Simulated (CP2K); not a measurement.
Pb:

```
CELL_PARAMETERS angstrom
3.48000 0.00000 0.00000
-1.74000 3.01377 0.00000
0.00000 0.00000 5.59000
ATOMIC_POSITIONS crystal
Pb 0.66667 0.33333 0.75000
Pb 0.33333 0.66667 0.25000
```

This isn't the form of Pb at room conditions, which is fcc.

Base run:

```yaml
Program: CP2K 2026.2
Functional: PBE
Potentials_or_basis: POTENTIAL_UZH Pb GTH-SCAN-q4; DZVP-MOLOPT-SR-GTH basis
Density_cutoff: 6123 eV
k_mesh: 9 × 9 × 5
Occupations: fermi-dirac, width 0.05 eV
Spin: no spin polarisation
```

Its results: band gap on the k mesh none (metal or under the smearing width); pressure 1.3 GPa.

Q: After a change of settings the same cell gave: band gap on the k mesh none (metal or under the smearing width); pressure -0.8 GPa. Which change was it?
A. potentials or basis from POTENTIAL_UZH Pb GTH-SCAN-q4; DZVP-MOLOPT-SR-GTH basis to POTENTIAL_UZH Pb GTH-PBE0-q4; DZVP-MOLOPT-SR-GTH basis; potentials from Pb GTH-SCAN-q4 of POTENTIAL_UZH to Pb GTH-PBE0-q4 of POTENTIAL_UZH
B. potentials or basis from POTENTIAL_UZH Pb GTH-SCAN-q4; DZVP-MOLOPT-SR-GTH basis to GTH_POTENTIALS Pb GTH-BLYP-q4; DZVP-MOLOPT-SR-GTH basis; potentials from Pb GTH-SCAN-q4 of POTENTIAL_UZH to Pb GTH-BLYP-q4 of GTH_POTENTIALS
C. potentials or basis from POTENTIAL_UZH Pb GTH-SCAN-q4; DZVP-MOLOPT-SR-GTH basis to GTH_POTENTIALS Pb GTH-PADE-q4; DZVP-MOLOPT-SR-GTH basis; potentials from Pb GTH-SCAN-q4 of POTENTIAL_UZH to Pb GTH-PADE-q4 of GTH_POTENTIALS
D. potentials or basis from POTENTIAL_UZH Pb GTH-SCAN-q4; DZVP-MOLOPT-SR-GTH basis to GTH_POTENTIALS Pb GTH-PBE-q4; DZVP-MOLOPT-SR-GTH basis; potentials from Pb GTH-SCAN-q4 of POTENTIAL_UZH to Pb GTH-PBE-q4 of GTH_POTENTIALS

A: C.

Caveats: the potentials were made for another functional, which shifts forces and pressure; the basis of atomic orbitals isn't converged, which shifts pressures, moduli and gaps.
